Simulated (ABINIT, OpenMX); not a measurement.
# KBr: 5 runs at one level of theory

```
Br K
1.0
     0.00000    3.30000    3.30000
     3.30000    0.00000    3.30000
     3.30000    3.30000    0.00000
Br K
1 1
Direct
  0.50000 0.50000 0.50000
  0.00000 0.00000 0.00000
```

Alike in all runs: task band structure; functional PBE; k mesh 7 × 7 × 7; occupations fermi-dirac, width 0.05 eV; no spin polarisation; no spin-orbit coupling. Pressure is positive in compression and, in plane waves, holds the error of the finite cutoff. Gaps are the smaller of the mesh's and the band path's.

```
                                                       program and potentials  plane-wave cutoff (eV)         notes  band gap (eV)  pressure (GPa)
  OpenMX, OpenMX 2013 PBE set, Br7.0-s3p2d2, K10.0-s3p2d1, grid cutoff 300 Ry                       -  atomic basis           4.42            0.78
                                                     ABINIT, SG15 NC PBE v1.2                    1007             -           4.42            0.72
                                   ABINIT, PseudoDojo NC SR PBE v0.5 standard                    1007             -           4.44            0.70
OpenMX, OpenMX 2013 PBE set, Br7.0-s3p2d2f1, K10.0-s3p2d2, grid cutoff 300 Ry                       -  atomic basis           4.45            0.83
                                                     ABINIT, JTH PAW PBE v2.0                     544             -           4.43            0.74
```

The band gap spans 4.42 (ABINIT, SG15 NC PBE v1.2) to 4.45 eV (OpenMX, OpenMX 2013 PBE set, Br7.0-s3p2d2f1, K10.0-s3p2d2, grid cutoff 300 Ry). The pressure spans 0.70 (ABINIT, PseudoDojo NC SR PBE v0.5 standard) to 0.83 GPa (OpenMX, OpenMX 2013 PBE set, Br7.0-s3p2d2f1, K10.0-s3p2d2, grid cutoff 300 Ry). Spin-orbit coupling, left out here, moves the band edges of heavy atoms. Rows in atomic bases carry the error of their basis and grid, which can be large.

The functional is the same throughout but for its coding, so the spread measures potentials, basis and numerics; runs on potential files found faulty are left out.
